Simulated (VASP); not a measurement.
Set up this calculation in VASP 6.6.1, as the native input.

```yaml
Task: single point
Functional: PBE
Potentials_or_basis: VASP PAW PBE potentials, release 64 (Ba_sv, Te)
Cutoff: 520 eV
k_mesh: 8 × 8 × 8
Occupations: gaussian, width 0.05 eV
Spin: no spin polarisation
Dipole_correction: no
Further_INCAR_settings: ALGO = Normal; EDIFF = 1e-07; NBANDS = 15
```

The structure of BaTe lies in POSCAR:

```
BaTe
1.0
    0.0000000000      3.4100000000      3.4100000000
    3.4100000000      0.0000000000      3.4100000000
    3.4100000000      3.4100000000      0.0000000000
Ba Te
1 1
Direct
    0.0000000000      0.0000000000      0.0000000000
    0.4780058651      0.4780058651      0.5219941349
```

The cell isn't the ideal one: all Te atoms moved +0.150 Å, as atom 2 towards its neighbour atom 1 (Ba) at 3.410 Å.

One way to write it, as run:

INCAR

```
  ALGO = Normal
  EDIFF = 1E-7
  ENCUT = 520
  GGA = PE
  ISIF = 2
  ISMEAR = 0
  LASPH = T
  LCHARG = F
  LREAL = F
  LWAVE = F
  NBANDS = 15
  NELM = 100
  PREC = Accurate
  SIGMA = 0.05
```

KPOINTS

```
k-points
0
Gamma
  8 8 8
```

Potentials or basis: VASP PAW PBE potentials, release 64 (Ba_sv, Te).

Launch:

```console
$ cat potpaw_PBE.64/Ba_sv/POTCAR potpaw_PBE.64/Te/POTCAR > POTCAR
$ mpirun -np 1 vasp_std > vasp.out
```

Results of the run:

- Pressure: 4.5 GPa
- Largest force: 0.490 eV/Å
- Band gap on the k mesh: 1.37 eV, indirect (least direct gap 1.71 eV)

Caveat: spin-orbit coupling is left out, which moves the levels of the heavy elements.

It took 40 s on 1 thread of AMD EPYC 9R45 96-Core Processor (Zen 5) (shared host), peak memory 0.22 GiB.
